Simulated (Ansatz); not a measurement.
Input of an Ansatz 0.2.0 run:

The input input.yaml:

```yaml
crystal:
  lattice:
    - [0.0, 2.256, 2.256]
    - [2.256, 0.0, 2.256]
    - [2.256, 2.256, 0.0]
  atoms:
    - { symbol: Hf, position: [0.0, 0.0, 0.0] }
    - { symbol: "N", position: [0.5, 0.5, 0.5] }
kpoints:
  mp_grid: { grid: [10, 10, 10] }
scf:
  occupations: { method: gaussian, width: 0.011 }
hamiltonian:
  xc: pbe
  pseudopotentials: { kind: all_electron, lapw: { basis_error: 0.001 } }
output:
  forces: true
  stress: true
  eigenvalues: true
```

Potentials or basis: all-electron LAPW, scalar-relativistic.

Launch:

```sh
$ ansatz run input.yaml --threads 1 --pin off --max-ram 3072MiB --backend cpu --events-out ev --progress --plain --runs-dir out
```

Question: Estimate the pressure.

Answer: 6.7 GPa.

Question: Estimate the band gap on the k mesh.

Answer: None (metal or under the smearing width).

Spin-orbit coupling is left out, which matters for the levels of Hf.
